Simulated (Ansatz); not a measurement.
Input:

```yaml
crystal:
  lattice:
    - [5.653985, 0.0, 0.0]
    - [-2.826992, 4.896495, 0.0]
    - [0.0, 0.0, 18.705904]
  atoms:
    - { symbol: Ba, position: [0.0, 0.0, 0.0534591] }
    - { symbol: Ti, position: [0.3333333, 0.6666667, 0.1106588] }
    - { symbol: O, position: [0.4972, 0.9944, 0.058552] }
    - { symbol: O, position: [0.0056, 0.5028, 0.058552] }
    - { symbol: O, position: [0.4972, 0.5028, 0.058552] }
    - { symbol: Ba, position: [0.6666667, 0.3333333, 0.1773753] }
    - { symbol: Ti, position: [0.0, 0.0, 0.2345751] }
    - { symbol: O, position: [0.1638667, 0.3277333, 0.1824683] }
    - { symbol: O, position: [0.6722667, 0.8361333, 0.1824683] }
    - { symbol: O, position: [0.1638667, 0.8361333, 0.1824683] }
    - { symbol: Ba, position: [0.3333333, 0.6666667, 0.3012916] }
    - { symbol: Ti, position: [0.6666667, 0.3333333, 0.3584913] }
    - { symbol: O, position: [0.8305333, 0.6610667, 0.3063845] }
    - { symbol: O, position: [0.3389333, 0.1694667, 0.3063845] }
    - { symbol: O, position: [0.8305333, 0.1694667, 0.3063845] }
basis:
  ecutwfc: 420.0
kpoints:
  mp_grid: { grid: [2, 2, 1] }
hamiltonian:
  xc: pbe
  dispersion: d3bj
  pseudopotentials: { kind: paw, azcp: { folder: soft_1 } }
scf:
  occupations: { method: fermi_dirac, width: 0.05 }
  lower_state_search: "off"
relax:
  f_tol: 0.08
  max_steps: 25
  adjacent_minimum: "off"
  constraints: [{ sites: [0, 1, 2, 3, 4] }]
```

Launched with:

```bash
$ ansatz run input.yaml --threads 1 --pin off --max-ram 3072MiB --backend cpu --events-out ev --progress --plain --runs-dir out
```

Hardware: 1 thread of Intel(R) Xeon(R) Platinum 8488C (Sapphire Rapids), with other jobs on the host.

**Question.** Roughly how long does this run take, and how much memory?

**Answer.** 31 s, with a peak of 0.76 GiB, for 8 ionic steps.
